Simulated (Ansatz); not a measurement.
Computed with Ansatz, DFT PBE, scalar-relativistic, plane waves, PAW. All cells share a 420 eV cutoff and Γ-centred k meshes spaced at most about 0.3 Å⁻¹ (about 0.25 or finer for metals, 2π included). No spin polarisation in the final relaxations.

Temperature and zero-point effects are left out.

Two forms of Ge were relaxed alike.

A.

```xyz
2
Lattice="0.0000 2.5592 3.2953 2.5340 0.0000 3.2953 2.5340 2.5592 0.0000" Properties=species:S:1:pos:R:3 pbc="T T T"
Ge    2.5340    2.5592    2.0335
Ge    2.5340    2.5592    4.5570
```

B.

```xyz
10
Lattice="4.0675 0.0000 0.0000 -2.0337 3.5225 0.0000 0.0000 0.0000 16.6656" Properties=species:S:1:pos:R:3 pbc="T T T"
Ge    0.0000    2.3484    2.0794
Ge    0.0000    2.3484    8.7511
Ge    2.0337    1.1742   12.0956
Ge    0.0000    0.0000   15.4191
Ge    2.0337    1.1742    5.4046
Ge    0.0000    2.3484   11.2610
Ge    0.0000    0.0000    1.2465
Ge    2.0337    1.1742   14.5862
Ge    0.0000    2.3484    4.5700
Ge    2.0337    1.1742    7.9145
```

Question: Which would you expect to be lower, and how large is the difference?

Answer: B is lower, by 213 meV/atom. A has space group Fmmm (No. 69), 21.4 Å³/atom and no gap on its mesh; B has space group P-3m1 (No. 164), 23.9 Å³/atom and no gap. Counting all near atoms (those within 1.25 times the shortest such distance or 1.15 times the sum of covalent radii), A has Ge 5 and B has Ge 4. The lower one is the more open, so pressure narrows the difference. Both come from invented guesses. The part of the Crystallography Open Database at hand lists Ge in space groups No. 64, 96, 227; no cell shown has one of them.

The zero gap of P-3m1 may come from the functional, which often closes small gaps. Cells relaxed within their symmetry can be saddle points.
